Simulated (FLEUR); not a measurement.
Crystal: C.

```
C
1.0
     2.52210    0.00000    0.00000
    -1.26105    2.18420    0.00000
     0.00000    0.00000    8.23710
C
8
Direct
  0.66667 0.33333 0.84375
  0.33333 0.66667 0.34375
  0.66667 0.33333 0.65625
  0.33333 0.66667 0.15625
  0.00000 0.00000 0.90625
  0.00000 0.00000 0.40625
  0.00000 0.00000 0.59375
  0.00000 0.00000 0.09375
```

This is a hexagonal form of diamond, not graphite.

Base run:

- Program: FLEUR MaX-R8.1 (later development tree)
- Functional: RPBE
- Potentials or basis: all-electron
- Basis: FLAPW
- Kmax: 5.33 1/bohr
- k mesh: 12 × 12 × 4
- Occupations: fermi-dirac, width 0.05 eV
- Spin: no spin polarisation

Its results: band gap on the k mesh 4.55 eV, indirect (least direct gap 5.29 eV).

Task: The run is repeated on the same cell with these changes: functional from RPBE to LDA. What comes out?

Result: Band gap on the k mesh 4.38 eV, indirect (least direct gap 5.14 eV).

Not every run made on this cell is shown here.
